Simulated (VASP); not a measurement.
Write the native input for VASP 6.6.1 that does the following.

```
Task                   : relaxation of cell and atoms
Functional             : PBE
Potentials or basis    : VASP PAW PBE potentials, release 64 (Se, Zr_sv)
Cutoff                 : 600 eV
k mesh                 : 9 × 9 × 1
Occupations            : gaussian, width 0.03 eV
Spin                   : no spin polarisation
Further INCAR settings : ALGO = Normal; EDIFF = 1e-06; IBRION = 2; EDIFFG = -0.01; NSW = 90; ISIF = 3
```

The structure of ZrSe2 lies in POSCAR:

```
ZrSe2
1.0
    3.7980000000      0.0000000000      0.0000000000
   -1.8990000000      3.2891644800      0.0000000000
    0.0000000000      0.0000000000     27.2880000000
Se Zr
4 2
Direct
    0.6666666700      0.3333333300      0.3298153000
    0.3333333300      0.6666666700      0.4432717700
    0.6666666700      0.3333333300      0.5567282300
    0.3333333300      0.6666666700      0.6701847000
    0.0000000000      0.0000000000      0.3865435400
    0.0000000000      0.0000000000      0.6134564600
```

These files were run (other wordings do the same):

INCAR

```
ALGO     = Normal         # electronic algorithm
EDIFF    = 1E-6           # SCF threshold, eV
EDIFFG   = -0.01          # ionic threshold
ENCUT    = 600            # plane-wave cutoff, eV
GGA      = PE             # functional
IBRION   = 2              # ionic algorithm
ISIF     = 3              # what is computed and relaxed
ISMEAR   = 0              # smearing method
LASPH    = True           # aspherical terms in the spheres
LATTICE_CONSTRAINTS= .TRUE. .TRUE. .FALSE.
LCHARG   = False          # write CHGCAR
LREAL    = False          # projectors in reciprocal space
LWAVE    = False          # write WAVECAR
NELM     = 80             # most SCF steps
NSW      = 90             # ionic steps
PREC     = Accurate       # precision mode
SIGMA    = 0.03           # smearing width, eV
```

KPOINTS

```
k-points
0
Gamma
  9 9 1
```

Potentials or basis: VASP PAW PBE potentials, release 64 (Se, Zr_sv).

Run with:

```sh
$ cat potpaw_PBE.64/Se/POTCAR potpaw_PBE.64/Zr_sv/POTCAR > POTCAR
$ mpirun -np 1 vasp_std > vasp.out
```

It gave:

- Relaxed volume: 56.89 Å³/atom
- Relaxed cell: a = 3.801 Å, b = 3.801 Å, c = 27.288 Å, α = 90.00°, β = 90.00°, γ = 120.00°
- Space group after relaxing (to 0.05 Å): P-3m1 (No. 164)
- Energy gained by relaxing: 7.9 meV/atom
- Ionic steps: 24
- Largest force after relaxing: 0.008 eV/Å
- Band gap on the k mesh: 0.48 eV, indirect (least direct gap 1.11 eV)

Caveat: without dispersion, layers of such crystals drift apart on relaxing, which shifts levels and gaps; volumes and pressures include the vacuum.

Run time: 26 min on 1 thread of Intel(R) Xeon(R) 6975P-C (Granite Rapids), with other jobs on the host, peak memory 0.57 GiB.
